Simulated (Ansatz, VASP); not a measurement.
Two plane-wave programs on Ga2O

```
Ga O
1.0
     4.22779    0.00000    0.00000
    -2.11390    3.66137    0.00000
     0.00000    0.00000    3.08882
Ga O
2 1
Direct
  0.66667 0.33333 0.50000
  0.33333 0.66667 0.50000
  0.00000 0.00000 0.00000
```

Change from the starting cell: species swapped into the GdGa2 type (P6/mmm, No. 191).

Alike in both runs: task relaxation of cell and atoms; functional PBE; k mesh 12 × 12 × 16; occupations gaussian, width 0.1 eV; no spin polarisation.

|  | VASP | Ansatz |
| --- | --- | --- |
| version | VASP 6.6.1 | Ansatz 0.2.0 |
| potentials or method | VASP PAW PBE potentials, release 64 (Ga_d, O) | scalar-relativistic, plane waves, PAW |
| plane-wave cutoff (eV) | 600 | 420 |
| valence electrons in the cell | 32 | 32 |

```tsv
	VASP	Ansatz	Ansatz less VASP
gap on the k mesh at the Fermi level, each at its own relaxed structure (eV)	none	none	-
relaxed volume (Å³/atom)	15.83	15.85	+0.021
relaxed cell length with the largest relative difference (Å)	3.053	3.060	+0.0072
```

A gap of «none» marks a metal or a gap that the smearing closes.
